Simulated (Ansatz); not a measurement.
A 3-atom cell of HfS2 (P-3m1) from a materials database was put through Ansatz (plane waves). The geometry is the r2SCAN+rVV10 minimum.

The cell:
```xyz
3
Lattice="3.6302 0.0000 0.0000 -1.8151 3.1439 0.0000 0.0000 0.0000 5.8787" Properties=species:S:1:pos:R:3 pbc="T T T"
Hf    0.0000    0.0000    0.0000
S     1.8151    1.0480    4.4407
S     0.0000    2.0959    1.4380
```

The log, with set-up remarks and timings taken out:
```
Crystal: 3 atoms, lattice volume = 67.094 Å³
Basis set: ecut = 420 eV, 1315 PW (Γ)
Bands: 23, of which v1, the nominal top of the filled ones, is band 19 counted from 1 (18 counted from 0)
Symmetry: 12 space group operations
Space group: P-3m1 (ITA 164)
k-points: 24 of 144
[warm-up without exact exchange]
SCF 1 stopped early in 4 iterations: F = -17530.156429 eV  dr2 = 2.67e-5
[exact exchange on]
Exchange kernel: α = 0.2500, full range, Wigner–Seitz truncation, v(0) = 15587.2544 eV·Å³, q-mesh 6×6×4
preconditioner: auto → none  [insulator: Δε(μ)=2.635 eV  ℏωp=24.8 eV]
SCF 2 stopped early in 7 iterations: F = -17529.933255 eV  dr2 = 9.98e-6
hybrid outer 1: dexx = +2.468e-2 eV, tail = 1.31e-3 eV
SCF 3 converged in 4 iterations: F = -17529.933119 eV  dr2 = 2.52e-8
hybrid outer 2: dexx = +3.888e-6 eV, tail = 2.66e-7 eV, Δε = 7.29e-3 eV
hybrid SCF converged: 2 outer / 11 inner (+4 warm-up)
Free energy (F): -17529.933119 eV
Fermi energy:    8.165087 eV
--- Per-component energies (eV) ---
  E_band       = -317.292332
  E_kinetic    = 629.839083
  E_local      = -8188.396652
  E_nonlocal   = -1201.532083
  E_hartree    = 3774.302420
  E_xc         = -378.873055
  E_vxc        = -339.120776
  E_exx        = -153.569620
  E_paw        = -8074.178925
  E_vpaw       = 1540.464039
  E_ewald      = -3938.461487
  E_core_change = 0.937197
--- G₀W₀: contour deformation, 7 samples at zero and on the imaginary axis and 2 off it, 144 q-points, 497 empty bands' worth ---
    ik  band        ε_KS         Σx   Σc(E_QP)       V_xc       Z   E_QP_lin       E_QP  E_QP is
     0    18      8.0558   -18.7525     1.3353   -17.2310  0.7976     7.8693     7.8696  root
     0    19      8.1651   -18.4370     1.3787   -16.8876  0.7934     7.9941     7.9945  root
     0    20     11.7394   -10.3666    -4.5397   -14.7315  0.8027    11.5649    11.5645  root
     0    21     11.7394   -10.3666    -4.5397   -14.7315  0.8027    11.5649    11.5645  root
     1    18      7.9832   -18.7017     1.3562   -17.1596  0.7971     7.7970     7.7973  root
     1    19      7.9832   -18.7017     1.3562   -17.1596  0.7971     7.7970     7.7973  root
     1    20     11.7153   -10.3201    -4.5277   -14.6717  0.8030    11.5396    11.5392  root
     1    21     11.7153   -10.3201    -4.5277   -14.6717  0.8030    11.5396    11.5392  root
     2    18      7.9118   -18.6551     1.3780   -17.0911  0.7967     7.7255     7.7258  root
     2    19      7.9118   -18.6551     1.3780   -17.0911  0.7967     7.7255     7.7258  root
     2    20     11.6909   -10.2739    -4.5154   -14.6121  0.8034    11.5140    11.5136  root
     2    21     11.6909   -10.2739    -4.5154   -14.6121  0.8034    11.5140    11.5136  root
     3    18      7.3996   -18.3368     1.3804   -16.7957  0.7949     7.2387     7.2390  root
     3    19      8.0660   -18.4790     1.4283   -16.8923  0.7919     7.9073     7.9076  root
     3    20     11.6019   -10.0679    -4.3409   -14.2133  0.8042    11.4068    11.4064  root
     3    21     12.5611   -10.6765    -4.7162   -15.1742  0.7933    12.3432    12.3426  root
     4    18      7.4562   -18.3629     1.3566   -16.8456  0.7953     7.2953     7.2956  root
     4    19      7.6921   -18.2995     1.5011   -16.6397  0.7911     7.5332     7.5335  root
     4    20     11.5759   -10.0014    -4.3619   -14.1681  0.8045    11.3812    11.3808  root
     4    21     12.5495   -10.6770    -4.6917   -15.1484  0.7937    12.3298    12.3293  root
     5    18      7.0063   -17.9707     1.7175   -16.0989  0.7873     6.8518     6.8521  root
     5    19      7.3242   -18.2668     1.4012   -16.7036  0.7945     7.1619     7.1623  root
     5    20     11.5384    -9.9696    -4.3199   -14.0909  0.8056    11.3403    11.3399  root
     5    21     12.5645   -10.7093    -4.7067   -15.1962  0.7933    12.3454    12.3448  root
     7    18      6.7244   -18.3908     1.6778   -16.5541  0.7900     6.5652     6.5655  root
     7    19      6.9698   -17.9663     1.6749   -16.1587  0.7850     6.8369     6.8372  root
     7    20     11.0769    -9.8169    -4.0569   -13.6682  0.8075    10.8717    10.8713  root
     7    21     13.5594   -10.8631    -5.1567   -15.7832  0.7827    13.3237    13.3229  root
     8    18      6.8948   -18.5004     1.6187   -16.7241  0.7915     6.7370     6.7373  root
     8    19      7.4554   -18.4263     1.5782   -16.6993  0.7887     7.3063     7.3066  root
     8    20     10.9800    -9.5924    -4.0978   -13.4912  0.8087    10.7813    10.7810  root
     8    21     13.5693   -10.9231    -5.1201   -15.8108  0.7835    13.3378    13.3370  root
     9    18      6.8672   -18.4950     1.6320   -16.7039  0.7914     6.7079     6.7082  root
     9    19      7.0767   -18.2321     1.7248   -16.3571  0.7863     6.9263     6.9266  root
     9    20     10.9626    -9.5512    -4.0813   -13.4310  0.8096    10.7615    10.7611  root
     9    21     13.6463   -11.0469    -5.1946   -16.0011  0.7805    13.4069    13.4060  root
  […]
```

The points are ik 0 = (0, 0, 0) (Γ), ik 1 = (0, 0, 1/4), ik 2 = (0, 0, -1/2), ik 3 = (0, 1/6, 0), ik 4 = (0, 1/6, 1/4), ik 5 = (0, 1/6, -1/2), ik 7 = (0, 1/3, 0), ik 8 = (0, 1/3, 1/4), ik 9 = (0, 1/3, -1/2), ik 10 = (0, 1/3, -1/4), ik 11 = (0, -1/2, 0), ik 12 = (0, -1/2, 1/4); band 19 is the last filled one.

Question: Reconstruct the input.

Answer:
```yaml
crystal:
  # lattice and atoms as above
kpoints:
  mp_grid: { grid: [6, 6, 4] }
hamiltonian:
  xc: pbe0
scf:
  occupations: { method: fixed }
gw:
  n_empty_bands: 497
  ecut_chi: 220
  qp_bands: [v2, c2]
  qp_kpoints: band_edges
  screening: { model: contour_deformation }
```
The exchange loop and the term E_exx show exact exchange. The quasiparticle table needs the gw block. Close relatives of this functional can't be ruled out from these lines alone. Not every key shows in the log; this is the file that was used.

It took 4.1 min on 1 × NVIDIA H100 80GB HBM3 with 2 threads of AMD EPYC 7R13 Processor (Zen 3), with other jobs on the host; peak host memory 2.9 GiB.

The values are computed, spin-unpolarised, and not measurements.

Spin-orbit coupling is left out, which matters wherever the heavy atoms make up the band edges.
